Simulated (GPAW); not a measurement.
Runs of GPAW 26.7.0 on BN. Symmetry: F-43m, No. 216, cubic system. The conventional cell has a = 3.626 Å, b = 3.626 Å, c = 3.626 Å, α = 90.00°, β = 90.00°, γ = 90.00°. Around N (site symmetry -43m) lie 4 B at 1.57 Å. B (site symmetry -43m) is surrounded by 4 N at 1.57 Å. The cell is a database's computed one.

```tsv
task	level	potentials or basis	cell	optimizer	fmax	max steps	target pressure	convergence	gap on the mesh (eV)	pressure (GPa)
relaxation of cell and atoms	LDA	the program's PAW data sets (release 1.2.1) made for this functional, pw	relaxed to 10 GPa	BFGS	0.05 eV/Å	100	10 GPa	density=1e-05 forces=0.0001	4.50	11.0
band structure	RPBE	the program's PAW data sets (release 1.2.1) made for this functional, pw	as given	-	-	-	-	-	4.57	4.3
band structure	BLYP	PAW data sets generated in the run's folder for this functional, pw	as given	-	-	-	-	-	(b)	5.2
relaxation of cell and atoms	RPBE	the program's PAW data sets (release 1.2.1) made for this functional, pw	relaxed to -1 GPa	LBFGS	0.02 eV/Å	100	-1 GPa	density=1e-05 forces=0.0001	(c)	-1.0
band structure	PBEsol	PAW data sets generated in the run's folder for this functional, pw	as given	-	-	-	-	-	4.35	(a)
```

Alike in all rows: no spin polarisation; k mesh 13 × 13 × 13; cutoff (eV) 800; smearing fermi-dirac 0.05 eV.

**Question.** Estimate the missing entries.

**Answer.** (a) -7.5; (b) 4.93; (c) 4.55.

Caveats: later steps reuse the first step's grids (some runs); an odd mesh through Γ misses points on the zone boundary, where band edges often lie (some runs).
